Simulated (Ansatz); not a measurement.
SnTe: stationary points along a deformation path

All numbers below come from Ansatz, DFT PBE, scalar-relativistic, plane waves, PAW. Cutoff 420 eV, Γ-centred 10×10×10 k-points, Gaussian smearing of 0.03 eV. Spin–orbit coupling is left out, which matters for the heavy elements here. No spin polarisation. Energies are free energies at this smearing, counted from the undisturbed cell; pressure is positive in compression.

The undisturbed cell (as given, not relaxed at this level; it stands at 2.0 GPa):

```xyz
2
Lattice="0.0000 3.1565 3.1565 3.1565 0.0000 3.1565 3.1565 3.1565 0.0000" Properties=species:S:1:pos:R:3 pbc="T T T"
Sn    0.0000    0.0000    0.0000
Te    3.1565    3.1565    3.1565
```

At fixed volume and fractional coordinates, lengths along (0.577, 0.577, 0.577) are scaled against those across it; ρ is that ratio over its starting value. V = 31.450 Å³/atom. Δσ is the stress along the axis less the mean stress across it (compression positive).

| ρ | ΔE (meV/atom) | Δσ (GPa) | space group |
| --- | --- | --- | --- |
| 0.500 | 246.5 | 0.00 | Pm-3m |
| 0.600 | 219.5 | 3.52 | R-3m |
| 0.710 | 132.6 | 4.21 | R-3m |
| 0.850 | 43.1 | 3.35 | R-3m |
| 0.930 | 10.2 | 2.12 | R-3m |
| 1.000 | 0.0 | 0.00 | Fm-3m |
| 1.080 | 12.8 | -2.55 | R-3m |
| 1.200 | 64.9 | -5.30 | R-3m |
| 1.410 | 211.2 | -7.71 | R-3m |
| 1.700 | 375.2 | -4.71 | R-3m |
| 2.000 | 455.2 | -3.67 | R-3m |

Q: How does the stress give the slope of the energy, and where is the energy stationary?

A: Along the path d ln(length) is 2/3 d ln ρ on the axis and −1/3 d ln ρ across it, so dE/d ln ρ = −(2/3) V Δσ: the energy falls with ρ where Δσ is positive. Δσ vanishes or changes sign at ρ = 0.500 (Pm-3m, an end of the scan), at 246.5 meV/atom; at ρ = 1.000 (Fm-3m), a minimum at 0.0 meV/atom. Pairs of stationary points between two samples would go unseen, and could change a minimum read from distant neighbours into a maximum. At ρ = 0.500, 1.000 the cell is cubic, where symmetry alone makes the stress isotropic and the slope zero.

Q: Which shear constant sets the curvature at ρ = 1?

A: For a cubic crystal E/V = (2/3) C (ln ρ)² with C = C44, so Δσ = −2C ln ρ. The parabola of Δσ against ln ρ through ρ = 0.930, 1 and 1.080 gives C ≈ 15.6 GPa with the ions clamped, rough because the steps are large. It is the stress–strain coefficient at this cell's pressure of 2.0 GPa, not the zero-pressure constant.

The gap closes along the scan, which can put kinks into the curve.